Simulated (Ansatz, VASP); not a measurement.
Given: the input of a run of Ansatz 0.2.0 on C.

input.yaml

```yaml
crystal:
  lattice:
    - [2.1273203072, -1.22828244, 0.0]
    - [2.1273203072, 1.22828244, 0.0]
    - [-1.3790696309, 0.0, 3.5028300786]
  atoms:
    - { symbol: C, position: [0.151533, 0.185767, 1.002071] }
    - { symbol: C, position: [0.837684, 0.84088, 0.006524] }
hamiltonian:
  xc: pbe
  pseudopotentials: { kind: paw }
kpoints:
  mp_grid: { grid: [13, 13, 8] }
scf:
  occupations: { method: fermi_dirac, width: 0.05 }
output:
  forces: true
  stress: true
  eigenvalues: true
```

Potentials or basis: Ansatz PAW.

Launch:

```sh
$ ansatz run input.yaml --threads 2 --pin off --max-ram 5120MiB --backend cpu --events-out ev --progress --plain --runs-dir out
```

**Question.** Set up the same calculation for VASP 6.6.1. Potentials there: VASP PAW PBE potentials, release 64 (C).

**Answer.** As run (the cutoff follows the program's own potentials):

The input INCAR:

```
SYSTEM = C
ALGO     = Normal         ! electronic algorithm
EDIFF    = 1E-7           ! SCF threshold, eV
ENCUT    = 520            ! plane-wave cutoff, eV
GGA      = PE             ! functional
ISIF     = 2              ! what is computed and relaxed
ISMEAR   = -1             ! smearing method
LASPH    = .TRUE.         ! aspherical terms in the spheres
LCHARG   = .TRUE.         ! write CHGCAR
LELF     = .TRUE.         ! ELF
LREAL    = .FALSE.        ! projectors in reciprocal space
LVHAR    = .TRUE.       
LWAVE    = .FALSE.        ! write WAVECAR
NBANDS   = 11             ! bands
NELM     = 80             ! most SCF steps
PREC     = Accurate       ! precision mode
SIGMA    = 0.05           ! smearing width, eV
```

File KPOINTS:

```
k-points
0
G
  13 13 8
  0 0 0
```

POSCAR

```
C
1.0
    2.1273203072     -1.2282824400      0.0000000000
    2.1273203072      1.2282824400      0.0000000000
   -1.3790696309      0.0000000000      3.5028300786
C
2
Direct
    0.1515330000      0.1857670000      1.0020710000
    0.8376840000      0.8408800000      0.0065240000
```

Potentials or basis: VASP PAW PBE potentials, release 64 (C).

Command:

```console
$ cat potpaw_PBE.64/C/POTCAR > POTCAR
$ mpirun -np 1 vasp_std > vasp.out
```

Both were run:

|  | VASP | Ansatz | Ansatz less VASP |
| --- | --- | --- | --- |
| gap on the k mesh at the Fermi level (eV) | 0.50 | 0.50 | 0.000 |
| least direct gap on the mesh (eV) | 0.50 | 0.50 | 0.000 |
| pressure (GPa) | 4.9 | 4.5 | -0.42 |
| largest component of the traceless stress (GPa) | 4.27 | 4.20 | -0.066 |
| rms of the force components (eV/Å) | 1.239 | 1.239 | -0.0005 |

Atom by atom the forces differ by 0.001 eV/Å (rms over components). With one functional, cell and mesh, what is left measures potentials, basis and numerics.

Caveats: an odd mesh through Γ misses points on the zone boundary, where band edges often lie (VASP); odd divisions of the mesh miss points on the zone boundary, where band edges often lie, so the gap on the mesh can be too wide (Ansatz); the pressure holds a Pulay correction of +0.5 GPa for the finite cutoff (Ansatz).
